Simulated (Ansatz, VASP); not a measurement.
This is a calculation of Rh for VASP 6.6.1.

File INCAR:

```
SYSTEM = Rh
  PREC = Accurate
  ENCUT = 520
  EDIFF = 1E-7
  ISMEAR = -1
  SIGMA = 0.05
  LREAL = .False.
  LASPH = .True.
  NELM = 100
  ALGO = Normal
  ISIF = 2
  LWAVE = .False.
  LCHARG = .False.
  GGA = PS
  NBANDS = 14
```

File KPOINTS:

```
Automatic mesh
0
Gamma
  12 12 12
  0 0 0
```

File POSCAR:

```
Rh
1.0
    0.0000000000      1.8851123679      1.8851123679
    1.8851123679      0.0000000000      1.8851123679
    1.8851123679      1.8851123679      0.0000000000
Rh
1
Direct
    0.0000000000      0.0000000000      0.0000000000
```

Potentials or basis: VASP PAW PBE potentials, release 64 (Rh_pv).

The run is started by

```console
$ cat potpaw_PBE.64/Rh_pv/POTCAR > POTCAR
$ mpirun -np 1 vasp_std > vasp.out
```

**Question.** Translate it to Ansatz 0.2.0. Potentials there: Ansatz PAW.

**Answer.** As run (the cutoff follows the program's own potentials):

input.yaml

```yaml
crystal:
  lattice:
    - [0.0, 1.8851123679, 1.8851123679]
    - [1.8851123679, 0.0, 1.8851123679]
    - [1.8851123679, 1.8851123679, 0.0]
  atoms:
    - { symbol: Rh, position: [0.0, 0.0, 0.0] }
hamiltonian:
  xc: pbesol
  pseudopotentials: { kind: paw }
kpoints:
  mp_grid: { grid: [12, 12, 12] }
scf:
  occupations: { method: fermi_dirac, width: 0.05 }
output:
  forces: true
  stress: true
  eigenvalues: true
```

Potentials or basis: Ansatz PAW.

Launch:

```bash
$ ansatz run input.yaml --threads 1 --pin off --max-ram 3584MiB --backend cpu --events-out ev --progress --plain --runs-dir out
```

Both were run:

|  | VASP | Ansatz | Ansatz less VASP |
| --- | --- | --- | --- |
| gap on the k mesh at the Fermi level (eV) | none | none | - |
| pressure (GPa) | 2.1 | 2.2 | +0.08 |

A gap of «none» marks a metal or a gap that the smearing closes. The functional is the same, so the differences come from potentials, cutoffs and numerics. The two sets of potentials don't hold the same shells in valence.

Caveats: the PAW data sets were made with another functional, which shifts forces and pressure a little (VASP); the PAW data sets come from PBE, with cores solved anew for the run's functional, which leaves a small shift of forces and pressure (Ansatz).
